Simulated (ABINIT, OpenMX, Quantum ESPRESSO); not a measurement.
## One calculation of Zn, 3 ways

```
CELL_PARAMETERS angstrom
2.77861 0.00000 0.00000
-1.38931 2.40635 0.00000
0.00000 0.00000 24.07491
ATOMIC_POSITIONS crystal
Zn 0.66667 0.33333 0.31153
Zn 0.33333 0.66667 0.40576
Zn 0.00000 0.00000 0.50000
Zn 0.66667 0.33333 0.59424
Zn 0.33333 0.66667 0.68847
```

Alike in all runs: functional PBE; k mesh 11 × 11 × 1; occupations fermi-dirac, width 0.05 eV; no spin polarisation; no spin-orbit coupling.

```csv
program and potentials,plane-wave cutoff (eV),notes,largest force (eV/Å)
"Quantum ESPRESSO, Ansatz NC SR PBE",1143,20 valence electrons an atom on average,0.062
"OpenMX, OpenMX 2013 PBE set, Zn6.0H-s3p2d2, grid cutoff 500 Ry",-,atomic basis; 20 valence electrons an atom on average,0.071
"ABINIT, JTH PAW PBE v2.0",599,12 valence electrons an atom on average,0.062
```

Force on atom 2 (Zn), eV/Å:

| program and potentials | x | y | z |
| --- | --- | --- | --- |
| Quantum ESPRESSO, Ansatz NC SR PBE | 0.000 | 0.000 | 0.062 |
| OpenMX, OpenMX 2013 PBE set, Zn6.0H-s3p2d2, grid cutoff 500 Ry | 0.000 | 0.000 | 0.054 |
| ABINIT, JTH PAW PBE v2.0 | 0.000 | 0.000 | 0.055 |

Rows in atomic bases carry the error of their basis and grid, which can be large.

The functional is the same throughout but for its coding, so the spread measures potentials, basis and numerics; runs on potential files found faulty are left out.
